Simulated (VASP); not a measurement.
Set up this calculation in VASP 6.6.1, as the native input.

```yaml
Task: relaxation of cell and atoms
Functional: PBE
Potentials_or_basis: VASP PAW PBE potentials, release 64 (Sc_sv)
Cutoff: 520 eV
k_mesh: 16 × 16 × 16
Occupations: gaussian, width 0.1 eV
Spin: no spin polarisation
Further_INCAR_settings: ALGO = Normal; EDIFF = 1e-07; IBRION = 2; POTIM = 0.3; EDIFFG = -0.005; NSW = 60; ISIF = 3
```

The structure of Sc lies in POSCAR:

```
Sc                                      
1.0
   -1.6334351136      1.6334351136      2.3127347479
    1.6334351136     -1.6334351136      2.3127347479
    1.6334351136      1.6334351136     -2.3127347479
  Sc            
     1
Direct
     0.0000000000000000    0.0000000000000000    0.0000000000000000
```

This isn't the form of Sc at room conditions, which is hcp.

One way to write it, as run:

INCAR

```
PREC     = Accurate       # precision mode
ENCUT    = 520            # plane-wave cutoff, eV
EDIFF    = 1E-7           # SCF threshold, eV
ISMEAR   = 0              # smearing method
SIGMA    = 0.1            # smearing width, eV
LREAL    = F              # projectors in reciprocal space
LASPH    = T              # aspherical terms in the spheres
NELM     = 120            # most SCF steps
ALGO     = Normal         # electronic algorithm
ISIF     = 3              # what is computed and relaxed
LWAVE    = F              # write WAVECAR
LCHARG   = F              # write CHGCAR
GGA      = PE             # functional
IBRION   = 2              # ionic algorithm
NSW      = 60             # ionic steps
EDIFFG   = -0.005         # ionic threshold
POTIM    = 0.3            # step
```

KPOINTS

```
Automatic mesh
0
Gamma
  16 16 16
```

Potentials or basis: VASP PAW PBE potentials, release 64 (Sc_sv).

Run with:

```sh
$ cat potpaw_PBE.64/Sc_sv/POTCAR > POTCAR
$ mpirun -np 1 vasp_std > vasp.out
```

It gave:

* Relaxed volume: 24.67 Å³/atom
* Relaxed cell: a = 3.268 Å, b = 3.268 Å, c = 3.268 Å, α = 120.03°, β = 120.03°, γ = 89.94°
* Space group after relaxing (to 0.05 Å): Fm-3m (No. 225)
* Energy gained by relaxing: 0.0 meV/atom
* Ionic steps: 2
* Pressure after relaxing: 0.0 GPa
* Band gap on the k mesh: none (metal or under the smearing width)

Run time: 26 s on 1 thread of Intel(R) Xeon(R) 6975P-C (Granite Rapids) (shared host), peak memory 0.2 GiB.
